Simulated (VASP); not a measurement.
# SnS (Pnma) in VASP: further runs

The runs below take SnS through relaxation of cell and atoms, with PBEsol, LDA.

Everything below comes from runs of VASP 6.6.1. Logs are shortened: lines on timing, memory, paths and dates and some standing lists are left out, and cuts for length are marked.

### 1 The crystal as given

Symmetry: Pnma, No. 62, orthorhombic system. The conventional cell has a = 11.083 Å, b = 3.984 Å, c = 4.242 Å, α = 90.00°, β = 90.00°, γ = 90.00°. Sn (site symmetry m) has 3 S at 2.63 to 2.67 Å as nearest neighbours. S (site symmetry m) has 3 Sn at 2.63 to 2.67 Å as nearest neighbours.

### 2 Relaxation of cell and atoms, PBEsol

INCAR

```
PREC = Accurate
ENCUT = 600
EDIFF = 1E-7
ISMEAR = 0
SIGMA = 0.03
LREAL = False
LASPH = True
NELM = 80
ALGO = Normal
ISIF = 3
LWAVE = False
LCHARG = False
GGA = PS
IBRION = 2
NSW = 90
EDIFFG = -0.005
KPAR = 2
```

KPOINTS

```
regular mesh
0
Gamma
  4 8 6
```

POSCAR

```
SnS                                     
1.0
   11.0829687475      0.0000000000      0.0000000000
    0.0000000000      3.9844557026     -0.0000000000
    0.0000000000     -0.0000000000      4.2424904910
  Sn              S             
     4     4
Direct
     0.1183073383210545    0.2500000000000000    0.1134200440550193
     0.3816926616789455    0.7500000000000000    0.6134200440550192
     0.6183073383210547    0.2500000000000000    0.3865799559449807
     0.8816926616789453    0.7500000000000000    0.8865799559449808
     0.8534911899086042    0.2500000000000000    0.4730776793230354
     0.6465088100913958    0.7500000000000000    0.9730776793230351
     0.3534911899086045    0.2500000000000000    0.0269223206769646
     0.1465088100913955    0.7500000000000000    0.5269223206769649
```

Potentials or basis: VASP PAW PBE potentials, release 64 (Sn_d, S).

Command:

```sh
cat potpaw_PBE.64/Sn_d/POTCAR potpaw_PBE.64/S/POTCAR > POTCAR
mpirun -np 2 vasp_std > vasp.out
```

OUTCAR:

```text
PREC = Accurate
   ENCUT = 600
   EDIFF = 1E-7
   ISMEAR = 0
   LREAL = False
   LASPH = True
   NELM = 80
   ISIF = 3
   GGA = PS
   IBRION = 2
   NSW = 90
   EDIFFG = -0.005

 ion  position               nearest neighbor table
   1  0.118  0.250  0.113-   7 2.63   8 2.67   8 2.67   8 3.20   8 3.20   4 3.43   4 3.43
   2  0.382  0.750  0.613-   8 2.63   7 2.67   7 2.67   7 3.20   7 3.20   3 3.43   3 3.43
   3  0.618  0.250  0.387-   5 2.63   6 2.67   6 2.67   6 3.20   6 3.20   2 3.43   2 3.43
   4  0.882  0.750  0.887-   6 2.63   5 2.67   5 2.67   5 3.20   5 3.20   1 3.43   1 3.43
   5  0.853  0.250  0.473-   3 2.63   4 2.67   4 2.67   4 3.20   4 3.20
   6  0.647  0.750  0.973-   4 2.63   3 2.67   3 2.67   3 3.20   3 3.20
   7  0.353  0.250  0.027-   1 2.63   2 2.67   2 2.67   2 3.20   2 3.20
   8  0.147  0.750  0.527-   2 2.63   1 2.67   1 2.67   1 3.20   1 3.20

  LATTYP: Found a simple orthorhombic cell.
 ALAT       =     3.9844557026
 B/A-ratio  =     1.0647603607
 C/A-ratio  =     2.7815515028

  Lattice vectors:

 A1 = (   0.0000000000,   3.9844557026,   0.0000000000)
 A2 = (   0.0000000000,   0.0000000000,   4.2424904910)
 A3 = (  11.0829687475,   0.0000000000,   0.0000000000)

Analysis of symmetry for initial positions (statically):
=====================================================================
 Subroutine PRICEL returns:
 Original cell was already a primitive cell.

 Routine SETGRP: Setting up the symmetry group for a
 simple orthorhombic supercell.

 Subroutine GETGRP returns: Found  8 space group operations
 (whereof  2 operations were pure point group operations)
 out of a pool of  8 trial point group operations.

The static configuration has the point symmetry S_2 .
 The point group associated with its full space group is D_2h.

Analysis of symmetry for dynamics (positions and initial velocities):
=====================================================================
 Subroutine PRICEL returns:
 Original cell was already a primitive cell.

 Routine SETGRP: Setting up the symmetry group for a
 simple orthorhombic supercell.

 Subroutine GETGRP returns: Found  8 space group operations
 (whereof  2 operations were pure point group operations)
 out of a pool of  8 trial point group operations.

The dynamic configuration has the point symmetry S_2 .
 The point group associated with its full space group is D_2h.

 Subroutine INISYM returns: Found  8 space group operations
 (whereof  2 operations are pure point group operations),
 and found     1 'primitive' translations
[... 131 lines left out ...]
   LORBIT       =      0    0 simple, 1 ext, 2 COOP (PROOUT), +10 PAW based schemes
   GGA     = PS    functional components
   LHFCALC =     F    Hartree Fock is set to
   AEXX    =    0.0000 exact exchange contribution
   IVDW    =     0    specifies the selected vdW correction
   LEPSILON=     F    determine dielectric tensor
   LRPA    =     F    only Hartree local field effects (RPA)
 conjugate gradient relaxation of ions
 non-spin polarized calculation
 Gauss-broadening in eV      SIGMA  =   0.03
  energy-cutoff  :      600.00
  volume of cell :      187.35
 maximum number of plane-waves:      6278
 NGX is ok and might be reduce to    90
   NGX = 45   NGY = 15   NGZ = 17

--------------------------------------- Ionic step        1  -------------------------------------------

 number of electron      80.0000006 magnetization

 Free energy of the ion-electron system (eV)
  ---------------------------------------------------
  ext. energy  EPLUGINS =         0.00000000
  ---------------------------------------------------
  free energy    TOTEN  =       -38.39014663 eV

  energy without entropy =      -38.39014663  energy(sigma->0) =      -38.39014663

------------------------ aborting loop because EDIFF is reached ----------------------------------------

  FORCE on cell =-STRESS in cart. coord.  units (eV):
  Direction    XX          YY          ZZ          XY          YZ          ZX
  --------------------------------------------------------------------------------------
  -------------------------------------------------------------------------------------
  Total        0.0413820     -0.0639923     -0.0240518      0.0000000      0.0000000      0.0000000
  in kB        0.3538961     -0.5472580     -0.2056892      0.0000000      0.0000000      0.0000000
  external PRESSURE =      -0.1330170 kB  Pullay stress =       0.0000000 kB
[... 107 lines left out ...]
  FREE ENERGIE OF THE ION-ELECTRON SYSTEM (eV)
  ---------------------------------------------------
  free  energy   TOTEN  =       -38.3901948230 eV

  energy  without entropy=      -38.3901948230  energy(sigma->0) =      -38.39019482

[... ionic steps 4 to 11 ...]

--------------------------------------- Ionic step       12  -------------------------------------------

 number of electron      80.0000007 magnetization

------------------------ aborting loop because EDIFF is reached ----------------------------------------
[... 79 lines left out ...]
--------------------------------------- Ionic step       14  -------------------------------------------

 number of electron      80.0000006 magnetization

 Free energy of the ion-electron system (eV)
  ---------------------------------------------------
  ext. energy  EPLUGINS =         0.00000000
  ---------------------------------------------------
  free energy    TOTEN  =       -38.39045679 eV

  energy without entropy =      -38.39045679  energy(sigma->0) =      -38.39045679

 E-fermi :   6.6795     XC(G=0): -10.2085

 val. band max:        6.4988732369   @ k =   0.5000   0.0000   0.5000
 cond. band min:       7.2224096464   @ k =   0.0000   0.0000   0.0000
 fundamental gap:      0.7235364095
 Fermi energy:         6.6795218895

 k-point     1 :       0.0000    0.0000    0.0000
  band No.  band energies     occupation
      1     -14.7247      2.00000
      2     -14.7024      2.00000
      3     -14.7005      2.00000
      4     -14.6930      2.00000
      5     -14.6879      2.00000
      6     -14.6835      2.00000
[... 1213 lines left out ...]
     47      10.1086      0.00000
     48      10.1086      0.00000

 [... further k-points ...]

------------------------ aborting loop because EDIFF is reached ----------------------------------------

  FORCE on cell =-STRESS in cart. coord.  units (eV):
  Direction    XX          YY          ZZ          XY          YZ          ZX
  --------------------------------------------------------------------------------------
  -------------------------------------------------------------------------------------
  Total       -0.0305345     -0.0081590      0.0200705      0.0000000      0.0000000      0.0000000
  in kB       -0.2613788     -0.0698416      0.1718055      0.0000000      0.0000000      0.0000000
  external PRESSURE =      -0.0531383 kB  Pullay stress =       0.0000000 kB
[... 23 lines left out ...]
  FREE ENERGIE OF THE ION-ELECTRON SYSTEM (eV)
  ---------------------------------------------------
  free  energy   TOTEN  =       -38.3904567879 eV

  energy  without entropy=      -38.3904567879  energy(sigma->0) =      -38.39045679

 reached required accuracy - stopping structural energy minimisation
```

CONTCAR:

```text
SnS
   1.00000000000000
    11.1022354471824158    0.0000000000000000    0.0000000000000000
     0.0000000000000000    3.9856078081768738   -0.0000000000000001
     0.0000000000000000    0.0000000000000000    4.2298583234673046
  Sn              S
     4     4
Direct
     0.1185163126585520    0.2500000000000000    0.1099910988655009
     0.3814836873414479    0.7500000000000000    0.6099910988655010
     0.6185163126585520    0.2500000000000000    0.3900089011344991
     0.8814836873414480    0.7500000000000000    0.8900089011344990
     0.8532534970086473    0.2500000000000000    0.4743740982827416
     0.6467465029913527    0.7500000000000000    0.9743740982827416
     0.3532534970086472    0.2500000000000000    0.0256259017172584
     0.1467465029913527    0.7500000000000000    0.5256259017172584

  0.00000000E+00  0.00000000E+00  0.00000000E+00
  0.00000000E+00  0.00000000E+00  0.00000000E+00
  0.00000000E+00  0.00000000E+00  0.00000000E+00
  0.00000000E+00  0.00000000E+00  0.00000000E+00
  0.00000000E+00  0.00000000E+00  0.00000000E+00
  0.00000000E+00  0.00000000E+00  0.00000000E+00
  0.00000000E+00  0.00000000E+00  0.00000000E+00
  0.00000000E+00  0.00000000E+00  0.00000000E+00
```

It took 36 min on 2 MPI ranks of Intel Xeon Platinum 8488C (Sapphire Rapids), shared host; peak memory 0.64 GiB.

What came out:

- Free energy: -38.3905 eV
- Relaxed volume: 23.40 Å³/atom
- Relaxed cell: a = 11.102 Å, b = 3.986 Å, c = 4.230 Å, α = 90.00°, β = 90.00°, γ = 90.00°
- Space group after relaxing (to 0.05 Å): Pnma (No. 62)
- Energy gained by relaxing: 0.0 meV/atom
- Ionic steps: 14
- Pressure after relaxing: 0.0 GPa
- Largest force after relaxing: 0.003 eV/Å
- Band gap on the k mesh: 0.72 eV, indirect (least direct gap 1.08 eV)

Forces on the atoms (eV/Å):
```
Sn   0.002  0.000 -0.002
Sn  -0.002  0.000 -0.002
Sn   0.002  0.000  0.002
Sn  -0.002  0.000  0.002
S    0.003  0.000  0.002
S   -0.003  0.000  0.002
S    0.003  0.000 -0.002
S   -0.003  0.000 -0.002
```

The path:
| step | energy change (eV) | largest force (eV/Å) | pressure (GPa) | volume (Å³) |
| --- | --- | --- | --- | --- |
| 1 | 0.0000 | 0.0091 | -0.01 | 187.35 |
| 2 | 0.0000 | 0.0093 | 0.00 | 187.29 |
| 3 | 0.0000 | 0.0102 | 0.01 | 187.23 |
| 4 | 0.0000 | 0.0100 | 0.01 | 187.25 |
| 5 | -0.0001 | 0.0073 | 0.00 | 187.25 |
| 6 | -0.0001 | 0.0058 | -0.02 | 187.26 |
| 7 | -0.0001 | 0.0051 | 0.01 | 187.18 |
| 8 | -0.0001 | 0.0061 | 0.03 | 187.12 |
| 9 | -0.0002 | 0.0060 | 0.03 | 187.12 |
| 10 | -0.0002 | 0.0061 | 0.02 | 187.13 |
| 11 | -0.0003 | 0.0062 | 0.01 | 187.14 |
| 12 | -0.0003 | 0.0071 | -0.01 | 187.18 |
| 13 | -0.0003 | 0.0068 | 0.00 | 187.17 |
| 14 | -0.0003 | 0.0031 | -0.01 | 187.17 |

Final structure:
```yaml
crystal:
  lattice:
    - [11.10224, 0.00000, 0.00000]
    - [0.00000, 3.98561, 0.00000]
    - [0.00000, 0.00000, 4.22986]
  atoms:
    - { symbol: Sn, position: [0.11852, 0.25000, 0.10999] }
    - { symbol: Sn, position: [0.38148, 0.75000, 0.60999] }
    - { symbol: Sn, position: [0.61852, 0.25000, 0.39001] }
    - { symbol: Sn, position: [0.88148, 0.75000, 0.89001] }
    - { symbol: S, position: [0.85325, 0.25000, 0.47437] }
    - { symbol: S, position: [0.64675, 0.75000, 0.97437] }
    - { symbol: S, position: [0.35325, 0.25000, 0.02563] }
    - { symbol: S, position: [0.14675, 0.75000, 0.52563] }
```

Levels at points of the mesh, in eV from the valence-band top:
| k point | band 37 | band 38 | band 39 | band 40 | band 41 | band 42 | band 43 | band 44 |
| --- | --- | --- | --- | --- | --- | --- | --- | --- |
| (0.00, 0.00, 0.00) | -1.98 | -1.30 | -0.81 | -0.67 | 0.72 | 2.97 | 3.01 | 3.12 |
| (0.50, 0.00, 0.00) | -2.23 | -2.23 | -0.70 | -0.70 | 2.62 | 2.62 | 2.77 | 2.77 |
| (0.00, 0.50, 0.00) | -1.04 | -1.04 | -0.77 | -0.77 | 1.10 | 1.10 | 1.72 | 1.72 |
| (0.50, 0.50, 0.00) | -1.00 | -1.00 | -1.00 | -1.00 | 1.58 | 1.58 | 1.58 | 1.58 |
| (0.00, 0.00, 0.50) | -0.95 | -0.95 | -0.09 | -0.09 | 1.41 | 1.41 | 1.86 | 1.86 |
| (0.50, 0.00, 0.50) | -0.72 | -0.72 | 0.00 | 0.00 | 1.30 | 1.30 | 1.81 | 1.81 |
| (0.00, 0.50, 0.50) | -2.57 | -2.57 | -1.59 | -1.59 | 2.74 | 2.74 | 3.00 | 3.00 |
| (0.50, 0.50, 0.50) | -1.77 | -1.77 | -1.77 | -1.77 | 2.54 | 2.54 | 2.54 | 2.54 |

Caveat: the PAW data sets were made with another functional, which shifts forces and pressure a little; spin-orbit coupling is left out, which moves the levels of the heavy elements.

(Part 1 of 2 ends here.)
